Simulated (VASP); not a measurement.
The system is CdTe.

```
Cd Te
1.0
     0.00000    3.24767    3.24767
     3.24767    0.00000    3.24767
     3.24767    3.24767    0.00000
Cd Te
1 1
Direct
  0.00000 0.00000 0.00000
  0.75000 0.75000 0.75000
```

The cell is a database's computed one.

Base run:

- Program: VASP 6.6.1
- Functional: PBEsol
- Potentials or basis: VASP PAW PBE potentials, release 64 (Cd, Te)
- Cutoff: 700 eV
- k mesh: 10 × 10 × 10
- Occupations: gaussian, width 0.02 eV
- Spin: no spin polarisation

Its results: band gap on the k mesh 0.64 eV, direct; pressure 0.0 GPa.

Question: The run is repeated on the same cell with these changes: functional from PBEsol to r2SCAN; cutoff from 700 eV to 520 eV; further incar settings from ALGO = Fast; EDIFF = 1e-06; NBANDS = 16 to ALGO = Normal; EDIFF = 1e-06; NBANDS = 16. What comes out?

Answer: Band gap on the k mesh 1.25 eV, direct; pressure 1.3 GPa.

Caveats: the PAW data sets were made with another functional, which shifts forces and pressure a little; spin-orbit coupling is left out, which moves the levels of the heavy elements.

A k mesh can miss the band edges.

Not every run made on this cell is shown here.
